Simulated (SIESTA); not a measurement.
Crystal: ZrC.

```
Zr C
1.0
     0.00000    2.36500    2.36500
     2.36500    0.00000    2.36500
     2.36500    2.36500    0.00000
Zr C
1 1
Direct
  0.50000 0.50000 0.50000
  0.00000 0.00000 0.00000
```

Base run:

| Item | Value |
| --- | --- |
| Program | SIESTA 5.4.2 |
| Functional | revPBE |
| Potentials or basis | PseudoDojo 0.4 standard (PBE files) |
| Basis | DZP (energy shift 0.003 Ry; two zetas on semicore shells) |
| Grid cutoff | 800 Ry |
| Energy shift | 0.003 Ry |
| k mesh | 10 × 10 × 10 |
| Occupations | fermi-dirac, width 0.05 eV |
| Spin | no spin polarisation |

Its results: band gap on the k mesh none (metal or under the smearing width); pressure 0.9 GPa.

**Question.** After a change of settings the same cell gave: band gap on the k mesh none (metal or under the smearing width); pressure -0.9 GPa. Which change was it?
A. functional from revPBE to PW91
B. functional from revPBE to WC; potentials or basis from PseudoDojo 0.4 standard (PBE files) to PseudoDojo 0.4 standard (PBEsol files)
C. functional from revPBE to AM05; potentials or basis from PseudoDojo 0.4 standard (PBE files) to PseudoDojo 0.4 standard (PBEsol files)
D. functional from revPBE to PBEsol; potentials or basis from PseudoDojo 0.4 standard (PBE files) to PseudoDojo 0.4 standard (PBEsol files)

**Answer.** A.

PW91 binds more tightly than revPBE, so the same cell stands under less pressure.

Caveats: the potentials were made for another functional, which shifts forces and pressure; the basis of atomic orbitals isn't converged, which shifts pressures, moduli and gaps.
